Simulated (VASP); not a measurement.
Write the native input for VASP 6.6.1 that does the following.

* Task: relaxation of the atoms
* Functional: PBE
* Potentials or basis: VASP PAW PBE potentials, release 64 (Au)
* Cutoff: 300 eV
* k mesh: 8 × 8 × 8
* Occupations: methfessel-paxton, width 0.1 eV
* Spin: no spin polarisation
* Further INCAR settings: ALGO = Normal; EDIFF = 1e-07; IBRION = 2; EDIFFG = -0.01; NSW = 40

The structure of Au lies in POSCAR:

```
Au                                      
1.0
    0.0000000000      2.0919973632      2.0919973632
    2.0919973632      0.0000000000      2.0919973632
    2.0919973632      2.0919973632     -0.0000000000
  Au            
     1
Direct
     0.0000000000000000    0.0000000000000000    0.0000000000000000
```

The cell isn't the ideal one: a relaxed cell with its volume scaled by 1.02.

These files were run (other wordings do the same):

INCAR

```
SYSTEM = Au
PREC = Accurate ; ENCUT = 300
EDIFF = 1E-7 ; ISMEAR = 1
SIGMA = 0.1 ; LREAL = .False.
LASPH = .True. ; NELM = 80
ALGO = Normal ; ISIF = 2
LWAVE = .False. ; LCHARG = .False.
GGA = PE ; IBRION = 2
NSW = 40 ; EDIFFG = -0.01
```

KPOINTS

```
regular mesh
0
Gamma
  8 8 8
  0 0 0
```

Potentials or basis: VASP PAW PBE potentials, release 64 (Au).

The run is started by

```bash
$ cat potpaw_PBE.64/Au/POTCAR > POTCAR
$ mpirun -np 1 vasp_std > vasp.out
```

Results of the run:

```
Pressure after relaxing : -2.7 GPa
Band gap on the k mesh  : none (metal or under the smearing width)
```

Caveat: the relaxation stopped at its first step, so nothing moved.

It took 3.9 s on 1 thread of Intel(R) Xeon(R) Platinum 8259CL CPU @ 2.50GHz (Skylake/Cascade Lake) (shared host), peak memory 0.11 GiB.
